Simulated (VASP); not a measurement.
Here is a VASP 6.6.1 calculation.

The input INCAR:

```
SYSTEM = Li
PREC = Accurate
ENCUT = 520
EDIFF = 1E-7
ISMEAR = 0
SIGMA = 0.5
LREAL = .FALSE.
LASPH = .TRUE.
NELM = 60
ALGO = Normal
ISIF = 2
LWAVE = .FALSE.
LCHARG = .TRUE.
GGA = PS
LELF = .TRUE.
LVHAR = .TRUE.
NBANDS = 8
```

The input KPOINTS:

```
regular mesh
0
G
  16 16 16
  0 0 0
```

Contents of POSCAR:

```
Li
1.0
   -1.7122100000      1.7122100000      1.7122100000
    1.7122100000     -1.7122100000      1.7122100000
    1.7122100000      1.7122100000     -1.7122100000
Li
1
Direct
    0.0000000000      0.0000000000      0.0000000000
```

Potentials or basis: VASP PAW PBE potentials, release 64 (Li_sv).

Launch:

```console
$ cat potpaw_PBE.64/Li_sv/POTCAR > POTCAR
$ mpirun -np 1 vasp_std > vasp.out
```

Question: Estimate the band gap on the k mesh.

Answer: None (metal or under the smearing width).
